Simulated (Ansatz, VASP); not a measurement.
Be in VASP and in Ansatz

```
CELL_PARAMETERS angstrom
-1.25312 1.25312 1.25312
1.25312 -1.25312 1.25312
1.25312 1.25312 -1.25312
ATOMIC_POSITIONS crystal
Be 0.00000 0.00000 0.00000
```

This isn't the form of Be at room conditions, which is hcp.

Alike in both runs: task single point; functional PBEsol; k mesh 30 × 30 × 30; occupations gaussian, width 0.15 eV; no spin polarisation.

```csv
,VASP,Ansatz
version,VASP 6.6.1,Ansatz 0.2.0
potentials or method,"VASP PAW PBE potentials, release 64 (Be)","scalar-relativistic, plane waves, PAW"
plane-wave cutoff (eV),520,420
valence electrons in the cell,2,2
```

```csv
,VASP,Ansatz,Ansatz less VASP
gap on the k mesh at the Fermi level (eV),none,none,-
pressure (GPa),-1.6,-2.0,-0.36
```

A gap of «none» marks a metal or a gap that the smearing closes.

Caveats: the PAW data sets were made with another functional, which shifts forces and pressure a little (VASP).
